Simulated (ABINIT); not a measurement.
# Au (Cmcm) in ABINIT: notebook

One crystal, Au, is run at these levels: PBEsol; tasks: single point.

All numbers are computed with ABINIT 10.8.3 (patched build); they aren't measurements. Logs are shortened: lines on timing, memory, paths and dates and some standing lists are left out, and cuts for length are marked. The log counts tension as positive stress, the text compression.

### Step 1. The crystal as given

Symmetry: Cmcm, No. 63, orthorhombic system. Conventional cell: a = 2.823 Å, b = 5.112 Å, c = 4.893 Å, α = 90.00°, β = 90.00°, γ = 90.00°. Au (site symmetry m2m) has 12 Au at 2.82 to 2.97 Å as nearest neighbours.

This isn't the form of Au at room conditions, which is fcc.

### Step 2. Single point, PBEsol

Contents of run.abi:

```
# Pseudopotentials
pp_dirpath "./"
pseudos "Au.upf"

# Structure
acell 2.9196899571 2.9196899571 4.89316961 Angstrom
rprim
     0.4833766550    -0.8754124796     0.0000000000
     0.4833766550     0.8754124796     0.0000000000
     0.0000000000     0.0000000000     1.0000000000
ntypat 1
znucl 79
natom 2
typat 1 1
xred
     0.3346720300     0.6653279700     0.2500000000
     0.6653279700     0.3346720300     0.7500000000
chkprim 0
chksymtnons 0
tolsym 1.0e-6

# Plane-wave basis
ecut 38.0

# k points
kptopt 1
ngkpt 11 11 6
nshiftk 1
shiftk 0.0 0.0 0.0

# Exchange and correlation
ixc -116133

# Bands and occupations
nband 23
occopt 3
tsmear 0.05 eV

# SCF cycle
nstep 100
tolvrs 1.0e-10

# Output
iomode 3
prtwf 0
prtden 0
prteig 0
prtebands 0
```

Potentials or basis: PseudoDojo NC SR PBEsol v0.4.1 standard.

On the command line:

```
> abinit run.abi > log 2>&1
```

run.abo:

```text
.Version 10.8.3 of ABINIT
 Symmetries : space group Cm c m (# 63); Bravais oC (1-face-center ortho.)
================================================================================
 Values of the parameters that define the memory need of the present run
     intxc =       0    ionmov =       0      iscf =       7    lmnmax =       7
     lnmax =       7     mgfft =      54  mpssoang =       4    mqgrid =    3001
     natom =       2  nloc_mem =       1    nspden =       1   nspinor =       1
    nsppol =       1      nsym =       8    n1xccc =    2501    ntypat =       1
    occopt =       3   xclevel =       2
       mpw =        2690          nfft =       55296          nkpt =         144
================================================================================
================================================================================

--------------------------------------------------------------------------------
------------- Echo of variables that govern the present computation ------------
--------------------------------------------------------------------------------
 -outvars: echo values of preprocessed input variables --------
            acell      5.5174143915E+00  5.5174143915E+00  9.2467504505E+00 Bohr
              amu      1.96966540E+02
          chkprim           0
      chksymtnons           0
             ecut      3.80000000E+01 Hartree
                       outvar_i_n : Printing only first  50 k-points.
              ixc     -116133
                       outvar_i_n : Printing only first  50 k-points.
         kptrlatt       11    0    0      0   11    0      0    0    6
          kptrlen      5.54805027E+01
            natom           2
            nband          23
            ngfft          32      32      54
             nkpt         144
            nstep         100
             nsym           8
           ntypat           1
                       prtocc : prtvol=0, do not print more k-points.
           occopt           3
           prtden           0
        prtebands           0
           prteig           0
            prtwf           0
            rprim      4.8337665500E-01 -8.7541247960E-01  0.0000000000E+00
                       4.8337665500E-01  8.7541247960E-01  0.0000000000E+00
                       0.0000000000E+00  0.0000000000E+00  1.0000000000E+00
          spgroup          63
           tolsym      1.00000000E-06
           tolvrs      1.00000000E-10
           tsmear      1.83746611E-03 Hartree
            typat      1  1
                       outvars : Printing only first  50 k-points.
           xangst      1.4113099651E+00  8.4513443696E-01  1.2232924025E+00
                       1.4113099651E+00 -8.4513443696E-01  3.6698772075E+00
            xcart      2.6669893128E+00  1.5970726254E+00  2.3116876126E+00
                       2.6669893128E+00 -1.5970726254E+00  6.9350628379E+00
             xred      3.3467203000E-01  6.6532797000E-01  2.5000000000E-01
                       6.6532797000E-01  3.3467203000E-01  7.5000000000E-01
            znucl       79.00000

================================================================================

 chkinp: Checking input parameters for consistency.

================================================================================
== DATASET  1 ==================================================================

--- !DatasetInfo
iteration_state: {dtset: 1, }
dimensions: {natom: 2, nkpt: 144, mband: 23, nsppol: 1, nspinor: 1, nspden: 1, mpw: 2690, }
cutoff_energies: {ecut:  38.0, pawecutdg:  -1.0, }
electrons: {nelect:   3.80000000E+01, charge:   0.00000000E+00, occopt:   3.00000000E+00, tsmear:   1.83746611E-03, }
meta: {optdriver: 0, ionmov: 0, optcell: 0, iscf: 7, paral_kgb: 0, }
...

 Real(R)+Recip(G) space primitive vectors, cartesian coordinates (Bohr,Bohr^-1):
 R(1)=  2.6669893 -4.8300134  0.0000000  G(1)=  0.1874773 -0.1035194  0.0000000
 R(2)=  2.6669893  4.8300134  0.0000000  G(2)=  0.1874773  0.1035194  0.0000000
 R(3)=  0.0000000  0.0000000  9.2467505  G(3)=  0.0000000  0.0000000  0.1081461
 Unit cell volume ucvol=  2.3822577E+02 bohr^3
 Angles (23,13,12)=  9.00000000E+01  9.00000000E+01  1.22187660E+02 degrees

 getcut: wavevector=  0.0000  0.0000  0.0000  ngfft=  32  32  54
         ecut(hartree)=     38.000   => boxcut(ratio)=   2.09135

--- Pseudopotential description ------------------------------------------------
- pspini: atom type   1  psp file is ./Au.upf
12 -116133 3 -1 1340                          pspcod,pspxc,lmax,lloc,mmax
     nproj     2     2     2     1

   2.44866583E+03                                ecore*ucvol(ha*bohr**3)
--------------------------------------------------------------------------------

================================================================================

--- !BeginCycle
iteration_state: {dtset: 1, }
solver: {iscf: 7, nstep: 100, nline: 4, wfoptalg: 0, }
tolerances: {tolvrs: 1.00E-10, }
...

     iter   Etot(hartree)      deltaE(h)  residm     vres2
 ETOT  1  -294.62787440523    -2.946E+02 2.290E-01 1.185E+02
 ETOT  2  -294.81976231415    -1.919E-01 3.067E-02 8.092E+01
 ETOT  3  -294.84290863840    -2.315E-02 1.007E-02 3.060E-02
 ETOT  4  -294.84292212642    -1.349E-05 1.175E-03 3.064E-04
 ETOT  5  -294.84292216816    -4.174E-08 8.684E-04 9.817E-06
 ETOT  6  -294.84292216980    -1.644E-09 7.042E-04 3.682E-07
 ETOT  7  -294.84292216987    -6.241E-11 7.557E-04 1.775E-08
 ETOT  8  -294.84292216987    -7.958E-13 4.616E-04 5.952E-10
 ETOT  9  -294.84292216987    -3.467E-12 3.325E-04 1.116E-12

 At SCF step    9       vres2   =  1.12E-12 < tolvrs=  1.00E-10 =>converged.

 Cartesian components of stress tensor (hartree/bohr^3)
  sigma(1 1)=  1.03963038E-04  sigma(3 2)=  0.00000000E+00
  sigma(2 2)=  2.41702220E-04  sigma(3 1)=  0.00000000E+00
  sigma(3 3)=  2.27704471E-04  sigma(2 1)=  0.00000000E+00

--- !ResultsGS
iteration_state: {dtset: 1, }
comment   : Summary of ground state results
lattice_vectors:
- [  2.6669893,  -4.8300134,   0.0000000, ]
- [  2.6669893,   4.8300134,   0.0000000, ]
- [  0.0000000,   0.0000000,   9.2467505, ]
lattice_lengths: [   5.51741,    5.51741,    9.24675, ]
lattice_angles: [ 90.000,  90.000, 122.188, ] # degrees, (23, 13, 12)
lattice_volume:   2.3822577E+02
convergence: {deltae: -3.467E-12, res2:  1.116E-12, residm:  3.325E-04, diffor: null, }
etotal    :  -2.94842922E+02
entropy   :   0.00000000E+00
fermie    :   4.44999898E-01
cartesian_stress_tensor: # hartree/bohr^3
- [  1.03963038E-04,   0.00000000E+00,   0.00000000E+00, ]
- [  0.00000000E+00,   2.41702220E-04,   0.00000000E+00, ]
- [  0.00000000E+00,   0.00000000E+00,   2.27704471E-04, ]
pressure_GPa:  -5.6230E+00
xred      :
- [  3.3467E-01,   6.6533E-01,   2.5000E-01, Au]
- [  6.6533E-01,   3.3467E-01,   7.5000E-01, Au]
cartesian_forces: # hartree/bohr
- [ -2.30140953E-20,  -3.94100827E-04,  -2.55936691E-31, ]
- [  2.30140953E-20,   3.94100827E-04,   2.55936691E-31, ]
force_length_stats: {min:   3.94100827E-04, max:   3.94100827E-04, mean:   3.94100827E-04, }
...

 Integrated electronic density in atomic spheres:
 ------------------------------------------------
 Atom  Sphere_radius  Integrated_density
    1        2.00000         15.55846853
    2        2.00000         15.55846853
================================================================================

 ----iterations are completed or convergence reached----

 Mean square residual over all n,k,spin=   24.964E-08; max=  33.253E-05
 reduced coordinates (array xred) for    2 atoms
       0.334672030000      0.665327970000      0.250000000000
       0.665327970000      0.334672030000      0.750000000000
 rms dE/dt=  1.5542E-03; max dE/dt=  1.9035E-03; dE/dt below (all hartree)
    1      -0.001903512281      0.001903512281      0.000000000000
    2       0.001903512281     -0.001903512281     -0.000000000000

 cartesian coordinates (angstrom) at end:
    1      1.41130996510009     0.84513443696111     1.22329240250000
    2      1.41130996510009    -0.84513443696111     3.66987720750000

 cartesian forces (hartree/bohr) at end:
    1     -0.00000000000000    -0.00039410082715    -0.00000000000000
    2      0.00000000000000     0.00039410082715     0.00000000000000
 frms,max,avg= 2.2753422E-04 3.9410083E-04   0.000E+00  0.000E+00  0.000E+00 h/b

 cartesian forces (eV/Angstrom) at end:
    1     -0.00000000000000    -0.02026547933997    -0.00000000000000
    2      0.00000000000000     0.02026547933997     0.00000000000000
 frms,max,avg= 1.1700280E-02 2.0265479E-02   0.000E+00  0.000E+00  0.000E+00 e/A
 length scales=  5.517414391482  5.517414391482  9.246750450515 bohr
              =  2.919689957100  2.919689957100  4.893169610000 angstroms
 Fermi (or HOMO) energy (hartree) =   0.44500   Average Vxc (hartree)=  -0.50002
 Eigenvalues (hartree) for nkpt= 144  k points:
 kpt#   1, nband= 23, wtk=  0.00138, kpt=  0.0000  0.0000  0.0000 (reduced coord)
  -3.43055   -3.43026   -1.64376   -1.63847   -1.63822   -1.63765   -1.63761   -1.63740
   0.09585    0.18487    0.27338    0.27563    0.28788    0.29693    0.30625    0.31996
   0.32640    0.36780    0.37076    0.40597    0.53470    0.97883    1.01426
      occupation numbers for kpt#   1
   2.00000    2.00000    2.00000    2.00000    2.00000    2.00000    2.00000    2.00000
   2.00000    2.00000    2.00000    2.00000    2.00000    2.00000    2.00000    2.00000
   2.00000    2.00000    2.00000    2.00000    0.00000    0.00000    0.00000
 prteigrs : prtvol=0 or 1, do not print more k-points.

--- !EnergyTerms
iteration_state     : {dtset: 1, }
comment             : Components of total free energy in Hartree
kinetic             :  8.49884500342041E+01
hartree             :  5.34251430210148E+01
xc                  : -5.02334975050967E+01
Ewald energy        : -2.11836330379117E+02
psp_core            :  1.02787611728674E+01
local_psp           : -1.86251294444437E+02
non_local_psp       :  4.78612058172085E+00
internal            : -2.94842647518843E+02
'-kT*entropy'       : -2.74651028005647E-04
total_energy        : -2.94842922169871E+02
total_energy_eV     : -8.02308463705808E+03
band_energy         : -2.68559905817317E+01
...

 Cartesian components of stress tensor (hartree/bohr^3)
  sigma(1 1)=  1.03963038E-04  sigma(3 2)=  0.00000000E+00
  sigma(2 2)=  2.41702220E-04  sigma(3 1)=  0.00000000E+00
  sigma(3 3)=  2.27704471E-04  sigma(2 1)=  0.00000000E+00

-Cartesian components of stress tensor (GPa)         [Pressure= -5.6230E+00 GPa]
- sigma(1 1)=  3.05869817E+00  sigma(3 2)=  0.00000000E+00
- sigma(2 2)=  7.11112482E+00  sigma(3 1)=  0.00000000E+00
- sigma(3 3)=  6.69929683E+00  sigma(2 1)=  0.00000000E+00

== END DATASET(S) ==============================================================
================================================================================

 -outvars: echo values of variables after computation  --------
            acell      5.5174143915E+00  5.5174143915E+00  9.2467504505E+00 Bohr
           etotal     -2.9484292217E+02
            fcart     -2.3014095265E-20 -3.9410082715E-04 -2.5593669131E-31
                       2.3014095265E-20  3.9410082715E-04  2.5593669131E-31
            rprim      4.8337665500E-01 -8.7541247960E-01  0.0000000000E+00
                       4.8337665500E-01  8.7541247960E-01  0.0000000000E+00
                       0.0000000000E+00  0.0000000000E+00  1.0000000000E+00
           strten      1.0396303776E-04  2.4170221977E-04  2.2770447115E-04
                       0.0000000000E+00  0.0000000000E+00  0.0000000000E+00
           xangst      1.4113099651E+00  8.4513443696E-01  1.2232924025E+00
                       1.4113099651E+00 -8.4513443696E-01  3.6698772075E+00
             xred      3.3467203000E-01  6.6532797000E-01  2.5000000000E-01
                       6.6532797000E-01  3.3467203000E-01  7.5000000000E-01
 Calculation completed.
```

Run time: 3.5 min. Hardware: 1 thread of Intel Xeon Platinum 8559C (Emerald Rapids), shared host; peak memory 0.2 GiB.

What came out:

- Free energy: -8023.0846 eV
- Pressure: -5.6 GPa
- Largest force: 0.020 eV/Å
- Band gap on the k mesh: none (metal or under the smearing width)
- Valence electrons inside the program's atomic spheres: Au 15.56 (radii [1.0584] Å)

Forces in eV/Å, atoms in the order of the input:
```
Au   0.000 -0.020  0.000
Au   0.000  0.020  0.000
```

Levels at points of the mesh, in eV from the Fermi level:
```
           k point  band 17  band 18  band 19  band 20  band 21  band 22
(0.00, 0.00, 0.00)    -3.23    -2.10    -2.02    -1.06     2.44    14.53
(0.00, 0.00, 0.50)    -2.57    -2.57    -2.41    -2.41    10.21    10.21
```

The run has no spin-orbit coupling, so splittings on Au are missing.

### Step 3. Single point, PBEsol

run.abi is that of step 2.

Potentials or basis: PseudoDojo NC SR PBEsol v0.4 stringent.

On the command line:

```
> abinit run.abi > log 2>&1
```

It took 3.5 min on 1 thread of Intel Xeon Platinum 8559C (Emerald Rapids), shared host; peak memory 0.2 GiB.

Results (log left out):

```yaml
Free_energy: -8023.0846 eV
Pressure: -5.6 GPa
Largest_force: 0.020 eV/Å
Band_gap_on_the_k_mesh: none (metal or under the smearing width)
Valence_electrons_inside_the_program's_atomic_spheres: Au 15.56 (radii [1.0584] Å)
```

Forces in eV/Å, atoms in the order of the input:
```
Au   0.000 -0.020  0.000
Au   0.000  0.020  0.000
```

Stress tensor (GPa, compression positive):
```
-3.06  0.00  0.00
 0.00 -7.11  0.00
 0.00  0.00 -6.70
```

Levels at points of the mesh, in eV from the Fermi level:
```tsv
k point	band 16	band 17	band 18	band 19	band 20	band 21	band 22	band 23
(0.00, 0.00, 0.00)	-3.40	-3.23	-2.10	-2.02	-1.06	2.44	14.53	15.49
(0.00, 0.00, 0.50)	-4.09	-2.57	-2.57	-2.41	-2.41	10.21	10.21	14.85
```

(Part 1 of 2 ends here.)
